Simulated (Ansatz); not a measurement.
Runs of Ansatz 0.2.0 on Sb. Symmetry: P6_3/mmc, No. 194, hexagonal system. The conventional cell has a = 3.355 Å, b = 3.355 Å, c = 5.470 Å, α = 90.00°, β = 90.00°, γ = 120.00°. Around Sb (site symmetry -6m2) lie 12 Sb at 3.35 Å. This isn't the form of Sb at room conditions, which is rhombohedral.

```csv
share of exact exchange,gap on the mesh (eV),pressure (GPa)
0.3,none,-2.3
0.4,none,-3.2
0.2,none,(c)
0.5,none,-4.1
0.1,none,(b)
0.05,none,0.0
0.15,none,-0.9
0.25,none,(a)
```

Alike in all rows: task single point; level HSE06 form with a typed share of exact exchange; potentials or basis Ansatz PAW; no spin polarisation; cell as given; k mesh 5 × 5 × 3; cutoff (eV) 420; smearing fermi-dirac 0.05 eV; the mesh is coarse, so values aren't converged.

Task: Fill in the values left out.

Result: (a) -1.8; (b) -0.4; (c) -1.4.

Caveats: all runs use coarse meshes; the PAW data sets come from PBE, with cores solved anew for the run's functional, which leaves a small shift of forces and pressure; the thresholds are loose for stress.

A k mesh can miss the band edges, and the runs leave out spin-orbit coupling on Sb.

A gap of «none» marks a metal or a gap under the smearing width.
